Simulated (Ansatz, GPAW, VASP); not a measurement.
**Nb: 3 runs at one level of theory**

```
Nb
1.0
    -1.66395    1.66395    1.66395
     1.66395   -1.66395    1.66395
     1.66395    1.66395   -1.66395
Nb
1
Direct
  0.00000 0.00000 0.00000
```

Alike in all runs: task single point; functional PBE; k mesh 11 × 11 × 11; occupations gaussian, width 0.05 eV; no spin polarisation; no spin-orbit coupling. Pressure is positive in compression and, in plane waves, holds the error of the finite cutoff.

| program and potentials | plane-wave cutoff (eV) | notes | pressure (GPa) |
| --- | --- | --- | --- |
| Ansatz, all-electron LAPW, scalar-relativistic | - | - | -1.82 |
| GPAW, GPAW PAW data sets (gpaw-data 1.2.1) | 600 | - | -2.56 |
| VASP, PBE PAW files Nb_sv_GW, 550 eV | 550 | - | -2.86 |

The pressure spans -2.86 (VASP, PBE PAW files Nb_sv_GW, 550 eV) to -1.82 GPa (Ansatz, all-electron LAPW, scalar-relativistic), with all-electron results at -1.82.

The functional is the same throughout but for its coding, so the spread measures potentials, basis and numerics; runs on potential files found faulty are left out.

All three runs give a negative pressure, so the bcc cell is slightly stretched relative to each method's own equilibrium volume and would contract on relaxation. The two PAW results, -2.56 and -2.86 GPa, lie closer to each other than to the all-electron value of -1.82 GPa, and both imply a somewhat smaller equilibrium cell.

Niobium's stiffness puts these differences in proportion. Its partly filled 4d band occupies mainly bonding states, giving strong cohesion and a large bulk modulus, so even a slight mismatch in lattice constant produces a pressure on the gigapascal scale. The spread therefore corresponds to only a small disagreement in equilibrium lattice constant, and probably reflects how the potentials and basis sets describe the 4d and the extended 4s and 4p semicore states.

The agreement in sign supports a modest contraction within PBE, but pressures at a single volume determine neither the bulk modulus nor the relative stability of bcc against other structures.
